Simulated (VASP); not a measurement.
# Si23W (a cell with a defect) in VASP: a series of runs

Aim: see how the results for Si23W (a cell with a defect) move with the level of theory and the settings. Levels: PBEsol, HSE06, PBEsol+U. Tasks: single point.

Program: VASP 6.6.1. These are calculated values, not measurements. Logs are shortened: lines on timing, memory, paths and dates and some standing lists are left out, and cuts for length are marked.

### Step 1. Starting point

The cell holds a defect, 24 atoms: a = 11.534 Å, b = 7.689 Å, c = 7.689 Å, α = 60.00°, β = 60.00°, γ = 60.00°.

### Step 2. Single point, PBEsol, collinear spin, zero start

INCAR

```
PREC = Accurate ; ENCUT = 350
EDIFF = 1E-5 ; ISMEAR = 0
SIGMA = 0.03 ; LREAL = Auto
LASPH = True ; NELM = 120
ALGO = Normal ; ISIF = 2
LWAVE = False ; LCHARG = False
ISPIN = 2 ; MAGMOM = 0 0 0 0 0 0 0 0 0 0 0 0 0 0 0 0 0 0 0 0 0 0 0 0
LORBIT = 11 ; NUPDOWN = 0
LMAXMIX = 4 ; GGA = PS
NBANDS = 75 ; ISYM = 0
```

KPOINTS

```
Automatic mesh
0
Gamma
  2 3 3
```

POSCAR

```
Si23W                                   
1.0
    0.0000000000      8.1555000000      8.1555000000
    5.4370000000      0.0000000000      5.4370000000
    5.4370000000      5.4370000000      0.0000000000
  W               Si            
     1    23
Direct
     0.9948174162062781    0.0007493755180553    0.0016071778648563
     0.9991296078088486    0.9978205752653285    0.5020510261892118
     0.9985592343050458    0.5015678871703616    0.9983110785974573
     0.9981337572704694    0.5012896499868432    0.5025573813308984
     0.3340272782565064    0.0018410954895630    0.9990538603654371
     0.3382059486409186    0.9988503729631398    0.4953947190361815
     0.3376015367942089    0.4980406016992482    0.9967877269312259
     0.3319692704957028    0.5011870612403608    0.4995366633567961
     0.6691610332752440    0.9983276627241744    0.9962484446453295
     0.6647721994984527    0.9992916638954570    0.5048480478266456
     0.6634437951010573    0.5073696799541446    0.9982115634269417
     0.6662380847459690    0.5003778308752120    0.4987118852468063
     0.0856645285215685    0.1251057265302743    0.1254017607729103
     0.0889569121038224    0.1241061131869970    0.6177605755166350
     0.0883359385722695    0.6165700669255112    0.1253694564725786
     0.0827559626433121    0.6248723454945482    0.6253405527690986
     0.4203340292534485    0.1238201106165673    0.1212304935033938
     0.4151989684168425    0.1269280976356660    0.6257410347666642
     0.4140160300572604    0.6288160491685303    0.1252967371685129
     0.4167870664990793    0.6249711867008259    0.6227806552297797
     0.7384246778406827    0.1333809749550203    0.1307873795698679
     0.7505110466688478    0.1263388360472167    0.6230418505286336
     0.7499430953174062    0.6249495820935863    0.1248023356022280
     0.7487265817067588    0.6251664538633807    0.6242285932819177
```

Potentials or basis: VASP PAW PBE potentials, release 64 (W_sv, Si).

Run with:

```
$ cat potpaw_PBE.64/W_sv/POTCAR potpaw_PBE.64/Si/POTCAR > POTCAR
$ mpirun -np 1 vasp_std > vasp.out
```

OUTCAR:

```text
PREC = Accurate
   ENCUT = 350
   EDIFF = 1E-5
   ISMEAR = 0
   LREAL = Auto
   LASPH = True
   NELM = 120
   ISIF = 2
   ISPIN = 2
   LORBIT = 11
   NUPDOWN = 0
   GGA = PS
   ISYM = 0

 ion  position               nearest neighbor table
   1  0.995  0.001  0.002-  14 2.41  15 2.41  13 2.41  21 2.41
   2  0.999  0.998  0.502-  16 2.34  22 2.34  13 2.37  14 2.37
   3  0.999  0.502  0.998-  23 2.34  16 2.34  13 2.36  15 2.37
   4  0.998  0.501  0.503-  16 2.34  24 2.35  15 2.37  14 2.37
   5  0.334  0.002  0.999-  13 2.34  19 2.34  18 2.34  17 2.35
   6  0.338  0.999  0.495-  14 2.35  20 2.35  18 2.35  17 2.35
[... 16 lines left out ...]
  23  0.750  0.625  0.125-   3 2.34   9 2.34  12 2.35  11 2.35
  24  0.749  0.625  0.624-  12 2.35  11 2.35   4 2.35  10 2.35

IMPORTANT INFORMATION: All symmetrisations will be switched off!
NOSYMM: (Re-)initialisation of all symmetry stuff for point group C_1.

----------------------------------------------------------------------------------------

                                     Primitive cell

  volume of cell :     482.1690

  direct lattice vectors                    reciprocal lattice vectors
     0.000000000  8.155500000  8.155500000    -0.061308320  0.061308320  0.061308320
     5.437000000  0.000000000  5.437000000     0.091962479 -0.091962479  0.091962479
     5.437000000  5.437000000  0.000000000     0.091962479  0.091962479 -0.091962479

  length of vectors
    11.533618708  7.689079139  7.689079139     0.106189124  0.159283687  0.159283687

  position of ions in fractional coordinates (direct lattice)
     0.994817416  0.000749376  0.001607178
     0.999129608  0.997820575  0.502051026
     0.998559234  0.501567887  0.998311079
     0.998133757  0.501289650  0.502557381
     0.334027278  0.001841095  0.999053860
     0.338205949  0.998850373  0.495394719
[... 16 lines left out ...]
     0.749943095  0.624949582  0.124802336
     0.748726582  0.625166454  0.624228593

  ion indices of the primitive-cell ions
   primitive index   ion index
                 1           1
                 2           2
                 3           3
                 4           4
                 5           5
                 6           6
[... 16 lines left out ...]
                23          23
                24          24

----------------------------------------------------------------------------------------

 KPOINTS: Automatic mesh

[... 96 lines left out ...]

 Free energy of the ion-electron system (eV)
  ---------------------------------------------------
  ext. energy  EPLUGINS =         0.00000000
  ---------------------------------------------------
  free energy    TOTEN  =      -141.89146387 eV

  energy without entropy =     -141.89028300  energy(sigma->0) =     -141.89087344

 E-fermi :   5.8284     XC(G=0):  -9.6584

 val. band max:        5.7957564425   @ k =   0.0000  -0.3333   0.3333
 cond. band min:       5.8618482643   @ k =   0.0000  -0.3333   0.3333
 fundamental gap:      0.0660918217
 Fermi energy:         5.8283954478

 spin component 1

 k-point     1 :       0.0000    0.0000    0.0000
  band No.  band energies     occupation
      1     -67.5497      1.00000
      2     -31.8681      1.00000
      3     -31.8621      1.00000
      4     -31.7361      1.00000
      5      -6.1112      1.00000
      6      -4.7864      1.00000
[... 669 lines left out ...]
     64       8.8847      0.00000
     65       8.9792      0.00000
 Fermi energy:         5.8283891763

 spin component 2

 k-point     1 :       0.0000    0.0000    0.0000
  band No.  band energies     occupation
      1     -67.5497      1.00000
      2     -31.8681      1.00000
      3     -31.8621      1.00000
      4     -31.7361      1.00000
      5      -6.1112      1.00000
      6      -4.7864      1.00000
[... 669 lines left out ...]
     64       8.8846      0.00000
     65       8.9792      0.00000
 [bands above 65 left out]

------------------------ aborting loop because EDIFF is reached ----------------------------------------

  FORCE on cell =-STRESS in cart. coord.  units (eV):
  Direction    XX          YY          ZZ          XY          YZ          ZX
  --------------------------------------------------------------------------------------
  -------------------------------------------------------------------------------------
  Total        1.9833733      1.6805079      1.6895766     -0.7899240      0.6001224     -0.7856254
  in kB        6.5904608      5.5840833      5.6142172     -2.6248027      1.9941195     -2.6105188
  external PRESSURE =       5.9295871 kB  Pullay stress =       0.0000000 kB

 VOLUME and BASIS-vectors are now :
 -----------------------------------------------------------------------------
  energy-cutoff  :      350.00
  volume of cell :      482.17
      direct lattice vectors                 reciprocal lattice vectors
     0.000000000  8.155500000  8.155500000    -0.061308320  0.061308320  0.061308320
     5.437000000  0.000000000  5.437000000     0.091962479 -0.091962479  0.091962479
     5.437000000  5.437000000  0.000000000     0.091962479  0.091962479 -0.091962479

 POSITION                                       TOTAL-FORCE (eV/Angst)
 -----------------------------------------------------------------------------------
      0.01281      8.12197      8.11731        -0.025354      0.023061      0.020770
      8.15480     10.87805     13.57355         0.013024     -0.021577     -0.008722
      8.15484     13.57157     10.87077         0.016140     -0.015354     -0.006218
      5.45792     10.87268     10.86579         0.014949     -0.017811     -0.010760
      5.44187      8.15602      2.73417        -0.003570      0.002848      0.003695
      8.12421      5.45170      8.18899         0.005590     -0.013211     -0.003220
[... 16 lines left out ...]
      4.07640      6.79471      9.51401         0.007742     -0.008992     -0.000031
      6.79296      9.50017      9.50527         0.015155     -0.005326      0.003058
 -----------------------------------------------------------------------------------
    total drift:                               -0.003278      0.003603     -0.005323

  FREE ENERGIE OF THE ION-ELECTRON SYSTEM (eV)
  ---------------------------------------------------
  free  energy   TOTEN  =      -141.8914638678 eV

  energy  without entropy=     -141.8902830031  energy(sigma->0) =     -141.89087344

 total charge

# of ion       s       p       d       tot
------------------------------------------
    1        2.434   6.149   3.523  12.106
    2        0.764   0.917   0.000   1.682
    3        0.764   0.918   0.000   1.682
    4        0.763   0.915   0.000   1.678
    5        0.757   0.937   0.000   1.695
    6        0.756   0.935   0.000   1.691
[... 16 lines left out ...]
   23        0.751   0.943   0.000   1.694
   24        0.750   0.941   0.000   1.691
--------------------------------------------------
tot         19.845  27.727   3.523  51.095

 magnetization (x)

# of ion       s       p       d       tot
------------------------------------------
    1       -0.000   0.000  -0.000  -0.000
    2        0.000   0.000   0.000   0.000
    3        0.000   0.000   0.000   0.000
    4       -0.000  -0.000   0.000  -0.000
    5        0.000   0.000   0.000   0.000
    6       -0.000   0.000   0.000   0.000
[... 16 lines left out ...]
   23       -0.000   0.000   0.000  -0.000
   24        0.000   0.000   0.000   0.000
--------------------------------------------------
tot          0.000   0.000  -0.000  -0.000
```

OSZICAR:

```text
N       E                     dE             d eps       ncg     rms          rms(c)
DAV:   1     0.269205560763E+03    0.26921E+03   -0.33350E+04  3200   0.887E+02
DAV:   2    -0.121031996058E+03   -0.39024E+03   -0.36948E+03  3580   0.180E+02
DAV:   3    -0.144795783524E+03   -0.23764E+02   -0.23273E+02  3805   0.409E+01
DAV:   4    -0.145330781801E+03   -0.53500E+00   -0.53216E+00  3792   0.695E+00
DAV:   5    -0.145343574232E+03   -0.12792E-01   -0.12775E-01  3792   0.104E+00    0.231E+01
DAV:   6    -0.143221682143E+03    0.21219E+01   -0.99740E+00  3792   0.803E+00    0.114E+01
DAV:   7    -0.142983116980E+03    0.23857E+00   -0.12064E+01  3888   0.103E+01    0.907E+00
DAV:   8    -0.141889083196E+03    0.10940E+01   -0.28910E+00  3680   0.460E+00    0.231E+00
DAV:   9    -0.141890925832E+03   -0.18426E-02   -0.40842E-01  3608   0.170E+00    0.758E-01
DAV:  10    -0.141890775791E+03    0.15004E-03   -0.16996E-02  3768   0.365E-01    0.394E-01
DAV:  11    -0.141891266429E+03   -0.49064E-03   -0.25579E-03  3744   0.152E-01    0.205E-01
DAV:  12    -0.141891435442E+03   -0.16901E-03   -0.44174E-04  3576   0.635E-02    0.510E-02
DAV:  13    -0.141891462483E+03   -0.27041E-04   -0.56072E-05  3568   0.232E-02    0.199E-02
DAV:  14    -0.141891463868E+03   -0.13846E-05   -0.44698E-06  2104   0.665E-03
   1 F= -.14189146E+03 E0= -.14189087E+03  d E =-.118086E-02  mag=     0.0000
```

stdout:

```text
POSCAR found type information on POSCAR W Si
 POSCAR found :  2 types and      24 ions
 scaLAPACK will be used
 -----------------------------------------------------------------------------
|                                                                             |
|                                                                             |
|     You enforced a specific xc type in the INCAR file but a different       |
|     I HOPE YOU KNOW WHAT YOU ARE DOING!                                     |
|                                                                             |
 -----------------------------------------------------------------------------

 LDA part: xc-table for (Slater+PW92), standard interpolation
 POSCAR, INCAR and KPOINTS ok, starting setup
 FFT: planning ... GRIDC
 FFT: planning ... GRID_SOFT
 FFT: planning ... GRID
 WAVECAR not read
 entering main loop
```

Wall time 16 min (1 thread of AMD EPYC 7R13 (Zen 3), shared host); peak memory 0.6 GiB.

What came out:

| Item | Value |
| --- | --- |
| Free energy | -141.8915 eV |
| Pressure | 0.6 GPa |
| Largest force | 0.130 eV/Å |
| Net moment | 0.00 μB per cell |
| Valence electrons inside the program's atomic spheres | W 12.11; Si 1.68, 1.70, 1.69, 1.72, 1.73 |

Forces on the atoms (eV/Å):
```
W   -0.025  0.023  0.021
Si   0.013 -0.022 -0.009
Si   0.016 -0.015 -0.006
Si   0.015 -0.018 -0.011
Si  -0.004  0.003  0.004
Si   0.006 -0.013 -0.003
Si   0.008  0.002 -0.012
Si  -0.012  0.011  0.014
Si   0.016  0.014  0.003
Si  -0.002 -0.012  0.005
Si  -0.006  0.019 -0.004
Si   0.001  0.008  0.001
Si  -0.082 -0.072 -0.071
Si   0.046  0.059 -0.036
Si   0.055 -0.057  0.065
Si  -0.016  0.006  0.006
Si   0.001  0.000 -0.005
Si   0.002  0.015 -0.010
Si  -0.013  0.002  0.007
Si   0.008  0.006 -0.004
Si  -0.055  0.058  0.051
Si   0.007 -0.003 -0.008
Si   0.008 -0.009  0.000
Si   0.015 -0.005  0.003
```

Caveat: the PAW data sets were made with another functional, which shifts forces and pressure a little; the total moment is fixed, so each spin has its own Fermi level.

### Step 3. Single point, HSE06, collinear spin, zero start

POSCAR is that of step 2.

INCAR.step1

```
PREC = Accurate ; ENCUT = 350
EDIFF = 1E-5 ; ISMEAR = 0
SIGMA = 0.03 ; LREAL = Auto
LASPH = True ; NELM = 70
ALGO = Normal ; ISIF = 2
LWAVE = True ; ISPIN = 2
MAGMOM = 0 0 0 0 0 0 0 0 0 0 0 0 0 0 0 0 0 0 0 0 0 0 0 0 ; LORBIT = 11
NUPDOWN = 0 ; LMAXMIX = 4
NBANDS = 75 ; ISYM = -1
TIME = 0.4 ; NKRED = 2
GGA = PE
```

INCAR.step2

```
PREC = Accurate ; ENCUT = 350
EDIFF = 1E-4 ; ISMEAR = 0
SIGMA = 0.03 ; LREAL = Auto
LASPH = True ; NELM = 70
ALGO = Damped ; ISIF = 2
LWAVE = False ; LCHARG = False
ISPIN = 2 ; MAGMOM = 0 0 0 0 0 0 0 0 0 0 0 0 0 0 0 0 0 0 0 0 0 0 0 0
LORBIT = 11 ; NUPDOWN = 0
LMAXMIX = 4 ; GGA = PE
LHFCALC = True ; HFSCREEN = 0.2
PRECFOCK = Fast ; NBANDS = 75
ISYM = -1 ; TIME = 0.4
NKRED = 2 ; ISTART = 1
```

KPOINTS

```
Automatic mesh
0
Gamma
  2 2 2
```

Potentials or basis: VASP PAW PBE potentials, release 64 (W_sv, Si).

Run with:

```
$ cat potpaw_PBE.64/W_sv/POTCAR potpaw_PBE.64/Si/POTCAR > POTCAR
$ cp INCAR.step1 INCAR
$ mpirun -np 1 vasp_std > vasp.out
$ cp INCAR.step2 INCAR
$ mpirun -np 1 vasp_std > vasp.out
```

Run time: 59 min. Hardware: 1 thread of AMD EPYC 7R13 (Zen 3), shared host; peak memory 1 GiB.

Results (log left out):

* Free energy: -156.8791 eV
* Pressure: 0.4 GPa
* Largest force: 0.199 eV/Å
* Net moment: 0.00 μB per cell
* Valence electrons inside the program's atomic spheres: W 12.09; Si 1.72, 1.71, 1.73, 1.75, 1.77

Forces on the atoms (eV/Å):
```
W    0.133 -0.033 -0.100
Si  -0.019  0.021  0.105
Si  -0.008  0.088  0.028
Si  -0.081  0.021  0.023
Si   0.027  0.048  0.024
Si  -0.007 -0.012  0.032
Si  -0.007  0.039 -0.002
Si  -0.027  0.024  0.033
Si   0.030  0.055  0.044
Si  -0.034 -0.044  0.046
Si  -0.013  0.048 -0.069
Si  -0.025  0.015  0.012
Si  -0.020  0.011  0.079
Si  -0.064 -0.049  0.137
Si  -0.092  0.052 -0.156
Si   0.007 -0.007 -0.022
Si   0.023 -0.045 -0.057
Si  -0.024 -0.005 -0.032
Si  -0.024 -0.017  0.023
Si   0.027  0.008 -0.001
Si   0.078 -0.158 -0.093
Si   0.033  0.005 -0.057
Si   0.033 -0.052  0.008
Si   0.053 -0.013 -0.007
```

Stress tensor (GPa, compression positive):
```
 0.50 -0.20 -0.11
-0.20  0.44  0.02
-0.11  0.02  0.41
```

Caveat: the k mesh is coarse (spacing up to 0.50 Å⁻¹), so the values aren't converged, least of all with exact exchange; the PAW data sets were made with another functional, which shifts forces and pressure a little; the total moment is fixed, so each spin has its own Fermi level. The run has no spin-orbit coupling, so splittings on W are missing.

(Continued in part 2 of 2.)
